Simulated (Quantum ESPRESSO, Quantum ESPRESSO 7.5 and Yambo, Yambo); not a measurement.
# InP (F-43m): one start, several treatments of the self-energy

How much does the gap of InP (F-43m) depend on the approximation to the self-energy?

Program: Quantum ESPRESSO 7.5 and Yambo 5.3.0. Level of theory: PBE and many-body steps on it, plane waves. Results are calculated unless marked as measured.

Most raw output is cut from this account.

### 1. Set-up

Symmetry: F-43m, No. 216, cubic system. The conventional cell has a = 5.869 Å, b = 5.869 Å, c = 5.869 Å, α = 90.00°, β = 90.00°, γ = 90.00°. Nearest to In lie 4 P at 2.54 Å. Nearest to P lie 4 In at 2.54 Å. Farther neighbours are not listed.

The cell and positions come from the Crystallography Open Database and are kept as given unless a step says otherwise.

### 2. Empty states on the mesh, 4×4×4 mesh, 609 bands

This step: Quantum ESPRESSO 7.5; DFT, PBE, plane waves, norm-conserving pseudopotentials.

The sums over transitions need many empty states on a uniform mesh; this step solves for them.

Contents of pw.in:

```
&control
  calculation = 'nscf'
  prefix = 'x'
  outdir = 'o'
  pseudo_dir = 'pseudo'
/
&system
  ibrav = 0
  nat = 2
  ntyp = 2
  ecutwfc = 80.0
  nbnd = 609
  force_symmorphic = .true.
/
&electrons
  conv_thr = 1e-9
  electron_maxstep = 80
  diago_full_acc = .true.
  diago_thr_init = 5e-6
/
ATOMIC_SPECIES
  In 114.82 In.upf
  P 30.974 P.upf
CELL_PARAMETERS angstrom
  -0.0000000000 2.9343500000 2.9343500000
  2.9343500000 -0.0000000000 2.9343500000
  2.9343500000 2.9343500000 -0.0000000000
ATOMIC_POSITIONS crystal
  In 0.0000000000 0.0000000000 0.0000000000
  P 0.2500000000 0.2500000000 0.2500000000
K_POINTS automatic
  4 4 4 0 0 0
```

Command:

```
$ OMP_NUM_THREADS=1 mpirun -n 4 pw.x -nk 4 -in pw.in > pw.out
```

The job ended after 65 s (4 MPI ranks of Intel Xeon Platinum 8559C (Emerald Rapids), shared host; peak memory 1.3 GiB; 4.3 min of CPU time).

Numbers from this step:

```yaml
gap: 0.6864 eV
k_of_the_valence_top: 0, 0, 0
k_of_the_conduction_bottom: 0, 0, 0
least_direct_gap: 0.6864 eV
k_points_computed: 8
lowest_point_of_the_top_converged_band_above_the_valence_top: 287.7155 eV
```

On this mesh the gap is 0.686 eV.

The density comes from a self-consistent run that is not shown.

### 3. Conversion and set-up

This step: Yambo 5.3.0; conversion and set-up on PBE, plane waves, norm-conserving pseudopotentials.

The states are converted to the many-body program's format and the q mesh is built.

Command:

```
$ (cd o/x.save; p2y > p2y.log; mv SAVE ../..); yambo > setup.log
```

Run time: 3.3 s. Hardware: 1 MPI rank; peak memory 0.25 GiB.

### 4. G0W0, Godby-Needs plasmon pole

G0W0 replaces the xc potential by the self-energy, built once from these orbitals. Only a window of levels is corrected, while the sums run over the empty bands that the input names.

This step: G0W0 on PBE, plane waves, norm-conserving pseudopotentials.

Contents of gw2.in:

```
HF_and_locXC
gw0
dyson
ppa
em1d
rim_cut
RandQpts= 1000000
RandGvec= 1 RL
EXXRLvcs= 80 Ry
VXCRLvcs= 320 Ry
Chimod= "HARTREE"
% BndsRnXp
 1 | 256 |
%
NGsBlkXp= 17 Ry
% LongDrXp
 1 | 1 | 1 |
%
% GbndRnge
 1 | 256 |
%
DysSolver= "n"
ExtendOut
PPAPntXp= 27.21138 eV
% QPkrange
 1 | 1 | 12 | 15 |
%
```

Command:

```
$ OMP_NUM_THREADS=1 mpirun -n 4 yambo -F gw2.in -J gw2 -C gw2 > gw2.log
```

Wall time 5 min (4 MPI ranks); peak memory 2.1 GiB.

This step gave:

| Property | Result |
| --- | --- |
| G0W0 gap on the points computed | 1.384 eV |
| starting gap on the mesh | 0.6864 eV |
| k of the valence top | 0, 0, 0 |
| k of the conduction bottom | 0, 0, 0 |
| least direct G0W0 gap on the computed points | 1.384 eV |
| Z at the valence top | 0.7799 |
| Z at the conduction bottom | 0.7935 |

The gap on the mesh goes from 0.69 eV to 1.38 eV, a correction of +0.70 eV.

### 5. One-shot COHSEX

This step: one-shot COHSEX on PBE, plane waves, norm-conserving pseudopotentials.

Contents of gw4.in:

```
HF_and_locXC
gw0
dyson
cohsex
em1s
rim_cut
RandQpts= 1000000
RandGvec= 1 RL
EXXRLvcs= 80 Ry
VXCRLvcs= 320 Ry
Chimod= "HARTREE"
% BndsRnXs
 1 | 256 |
%
NGsBlkXs= 17 Ry
% LongDrXs
 1 | 1 | 1 |
%
% GbndRnge
 1 | 256 |
%
DysSolver= "n"
ExtendOut
% QPkrange
 1 | 1 | 12 | 15 |
%
```

Command:

```
$ OMP_NUM_THREADS=1 mpirun -n 4 yambo -F gw4.in -J gw4 -C gw4 > gw4.log
```

Elapsed: 3 min, on 4 MPI ranks; peak memory 2 GiB; 12 min of CPU time.

Numbers from this step:

| Property | Result |
| --- | --- |
| quasiparticle gap on the points computed | 1.717 eV |
| starting gap on the mesh | 0.6864 eV |
| k of the valence top | 0, 0, 0 |
| k of the conduction bottom | 0, 0, 0 |
| least direct quasiparticle gap on the computed points | 1.717 eV |
| Z at the valence top | 1 |
| Z at the conduction bottom | 1 |

Against G0W0 in Yambo (4×4×4 mesh, 256 bands, screening to 231.3 eV, Godby-Needs plasmon pole), the gap moves by +0.333 eV.

### 6. One-shot Hartree-Fock

This step: one-shot Hartree-Fock on PBE, plane waves, norm-conserving pseudopotentials.

Contents of gw5.in:

```
HF_and_locXC
rim_cut
RandQpts= 1000000
RandGvec= 1 RL
EXXRLvcs= 80 Ry
VXCRLvcs= 320 Ry
% QPkrange
 1 | 1 | 12 | 15 |
%
```

Command:

```
$ OMP_NUM_THREADS=1 mpirun -n 4 yambo -F gw5.in -J gw5 -C gw5 > gw5.log
```

Elapsed: 4.2 s, on 4 MPI ranks; peak memory 1.6 GiB.

Numbers from this step:

```yaml
quasiparticle_gap_on_the_mesh: 6.404 eV
starting_gap_on_the_mesh: 0.6864 eV
k_of_the_valence_top: 0, 0, 0
k_of_the_conduction_bottom: 0, 0, 0
least_direct_quasiparticle_gap_on_the_computed_points: 6.404 eV
```

Against G0W0 in Yambo (4×4×4 mesh, 256 bands, screening to 231.3 eV, Godby-Needs plasmon pole), the gap moves by +5.020 eV.

### 7. The runs together

Times are wall times on 4 MPI ranks of Intel Xeon Platinum 8559C (Emerald Rapids), shared host, good to a factor of about two.

```
                           run   mesh  bands  screening cutoff (eV)  DFT gap (eV)  gap on the mesh (eV)  direct (eV)   time
G0W0, Godby-Needs plasmon pole  4×4×4    256                  231.3         0.686                 1.384        1.384  5 min
               one-shot COHSEX  4×4×4    256                  231.3         0.686                 1.717        1.717  3 min
         one-shot Hartree-Fock  4×4×4      -                      -         0.686                 6.404        6.404  4.2 s
```

### 8. What came out

```json
{
  "G0W0, Godby-Needs plasmon pole": "1.384 eV",
  "one-shot COHSEX": "1.717 eV",
  "one-shot Hartree-Fock": "6.404 eV",
  "known limits": "not at the basis limit; no spin-orbit coupling; coarse k mesh"
}
```

In words: One-shot COHSEX: +0.333 eV against G0W0, Godby-Needs plasmon pole. One-shot Hartree-Fock: +5.020 eV against G0W0, Godby-Needs plasmon pole. Bare exchange alone opens the gap to 6.40 eV; against G0W0, correlation takes back 5.02 eV. Static COHSEX lies above G0W0: it lacks the factor Z and overstates the Coulomb hole of the filled states. Bands and cutoff are finite, so the gap is not at the basis limit. The miss can reach some tenths of an eV and take either sign; the mesh is an error of its own. The 4×4×4 mesh is coarse for this cell, which bears on the long-range parts of exchange and screening. The many-body steps are scalar-relativistic: spin-orbit coupling is not in them.

[Paths, hosts, dates, memory and timing lines, banners, echoed tables and standing remarks are left out of the program output.]

[Logs are printed without paths, hosts, clocks, repeated set-up lines and the standing remarks that a program may print on its own settings, such as how far it seeks lower states.]

[Runs of the session that timed out or met a known fault of the program may be left out.]

[Hosts, paths, dates, database ids (printed as entryN), source tags and the programs' standing remarks are cut or masked in the printed files.]
